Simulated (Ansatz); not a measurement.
I need a check of forces and pressure against finite differences of HfO₂ (distorted cell). Use the Python package of Ansatz (0.2.0). Settings (first run): PBE, PAW, cutoff 540 eV, 4×4×4 k-points, fixed occupations.

```
Hf O
1.0
    -0.01414    2.57983    2.55458
     2.61903   -0.01416    2.55460
     2.57055    2.53137    0.03431
Hf O
1 2
Direct
  0.97431 0.02954 0.03386
  0.25347 0.24130 0.25740
  0.75231 0.75203 0.69902
```

`run_fdcheck.py`:
```python
# -*- coding: utf-8 -*-
"""Do the forces of HfO2 match the slope of the free energy with displaced atoms."""

import logging
import sys

import ansatz as az
import numpy as np

logging.basicConfig(stream=sys.stdout, format="%(name)s: %(message)s")
logger = logging.getLogger("run")
logger.setLevel(logging.INFO)

vectors0 = np.array([
    [-0.01414, 2.57983, 2.55458],
    [2.61903, -0.01416, 2.5546],
    [2.57055, 2.53137, 0.03431],
])
sites = [
    ("Hf", (0.97431, 0.02954, 0.03386)),
    ("O", (0.25347, 0.2413, 0.2574)),
    ("O", (0.75231, 0.75203, 0.69902)),
]


def build(cell):
    crystal = az.Crystal(lattice=az.Lattice.of(cell))
    for symbol, position in sites:
        crystal = crystal.atom(symbol, position)
    return crystal

def solve(crystal):
    return (
        crystal.calculation()
        .functional(az.Functional.PBE)
        .occupations(az.OccupationsMethod.FIXED)
        .basis(540, xc_grid=2)
        .kpoints(4, 4, 4)  # sampling of the Brillouin zone
        .scf(tolerance=1e-09)
        .forces()  # minus the gradient of the free energy
        .stress()  # positive in compression
        .run(threads=1)
    ).report


centre = solve(build(vectors0))
start = build(vectors0)
# move one atom both ways along a Cartesian axis
logger.info(f"force on atom 0 along z: analytic {centre['forces_ev_ang'][0][2]:.4f} eV/A")
for h in (0.004, 0.016):
    shift = np.eye(3)[2] * h @ np.linalg.inv(vectors0)
    plus, minus = (solve(start.move(0, to=np.array(sites[0][1]) + sign * shift))["lagrangian_ev"] for sign in (1, -1))
    logger.info(f"  step {h} A: numerical {-(plus - minus) / (2 * h):.4f} eV/A")
# P = -dF/dV; the difference feels the change of the plane-wave count with the cell
volume = abs(np.linalg.det(vectors0))
larger, smaller = (solve(build(vectors0 * (1 + sign * 0.005) ** (1 / 3)))["lagrangian_ev"] for sign in (1, -1))
numerical = -(larger - smaller) / (0.01 * volume) * 160.21766
logger.info(f"pressure: analytic {np.trace(centre['stress_gpa']) / 3:.3f}, numerical {numerical:.3f} GPa")
```

```console
$ python run_fdcheck.py
DeckWarning: output.stress: scf.convergence.dr2_threshold = 1e-9 eV is looser than the 3e-10 eV advised for a printed stress (1e-10 eV for each atom of the cell: 3). What an SCF threshold leaves in a stress goes as its square root, and in the free energy as [...]
run: force on atom 0 along z: analytic 1.1134 eV/A
run:   step 0.004 A: numerical 1.1134 eV/A
run:   step 0.016 A: numerical 1.1136 eV/A
run: pressure: analytic 4.243, numerical 4.249 GPa
```
(Warnings from the package without file and line, shortened.)

Reading the output:
- No spin polarisation was allowed.
- The k-point mesh is coarse, and energy and stress weren't tested for convergence.
- This is a high-temperature or high-pressure form, not the ambient phase.
- Pressure is positive in compression.
- Spin-orbit coupling, which matters for elements this heavy, is left out.
- The cell is a database structure, distorted on purpose.
- The central difference errs as the square of the step, so the shorter step is the fairer test; what remains comes from the finite grid and the SCF threshold.
- Run time: 22 s on 1 thread of Arm Neoverse V2, with other jobs on the host, peak memory 0.41 GiB.
